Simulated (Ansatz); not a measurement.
System: KBr (rock salt type), 2 atoms in the cell.

All numbers below come from Ansatz 0.2.0 development build, r²SCAN, plane waves, PAW datasets (earlier set, tuned by hand).

Cutoff 680 eV; k-mesh 6×6×6 Γ-centred; Fermi–Dirac smearing of 0.02 eV; no spin polarisation.

```xyz
2
Lattice="0.0000 3.3500 3.3500 3.3500 0.0000 3.3500 3.3500 3.3500 0.0000" Properties=species:S:1:pos:R:3 pbc="T T T"
K     0.0000    0.0000    0.0000
Br    3.3500    3.3500    3.3500
```

Problem. Is the cell under compression or tension, and by how much?

Solution. The pressure is -0.60 GPa, so at these settings the cell is stretched and would shrink.

The stress includes the program's correction for the finite plane-wave basis.
